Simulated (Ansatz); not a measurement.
Crystal: Au.

```
CELL_PARAMETERS angstrom
-1.65727 1.65727 1.65727
1.65727 -1.65727 1.65727
1.65727 1.65727 -1.65727
ATOMIC_POSITIONS crystal
Au 0.00000 0.00000 0.00000
```

This isn't the form of Au at room conditions, which is fcc.

- Program: Ansatz 0.2.0
- Task: relaxation of cell and atoms
- Functional: PBEsol0
- Potentials or basis: Ansatz PAW
- Cutoff: 420 eV (not typed: the program's choice for these potentials)
- k mesh: 6 × 6 × 6
- Occupations: fermi-dirac, width 0.05 eV
- Spin: no spin polarisation

At the start: volume 18.21 Å³/atom.

Question: Where does the relaxation end?

Answer: It ends after 4 steps and the volume is 17.00 Å³/atom (-6.6 %); space group Im-3m (No. 229, to 0.05 Å).

The path:
| step | energy change (eV) | largest force (eV/Å) | volume (Å³) |
| --- | --- | --- | --- |
| 1 | 0.0000 | 0.0000 | 18.21 |
| 2 | -0.0387 | 0.0000 | 17.23 |
| 3 | -0.0404 | 0.0000 | 17.00 |
| 4 | -0.0393 | 0.0000 | 17.00 |

Final structure:
```cif
data_structure
_symmetry_space_group_name_H-M 'P 1'
_symmetry_Int_Tables_number 1
_cell_length_a 2.8056
_cell_length_b 2.8056
_cell_length_c 2.8056
_cell_angle_alpha 109.471
_cell_angle_beta 109.471
_cell_angle_gamma 109.471
_cell_volume 17.00
loop_
_atom_site_label
_atom_site_type_symbol
_atom_site_fract_x
_atom_site_fract_y
_atom_site_fract_z
_atom_site_occupancy
Au1 Au 0.00000 0.00000 0.00000 1
```

Caveat: the k mesh is coarse (spacing up to 0.45 Å⁻¹), so the values aren't converged, least of all with exact exchange; the plane-wave basis is chosen anew once the cell has moved, so the energies of steps on either side of that aren't comparable; the PAW data sets come from PBE, with cores solved anew for the run's functional, which leaves a small shift of forces and pressure.
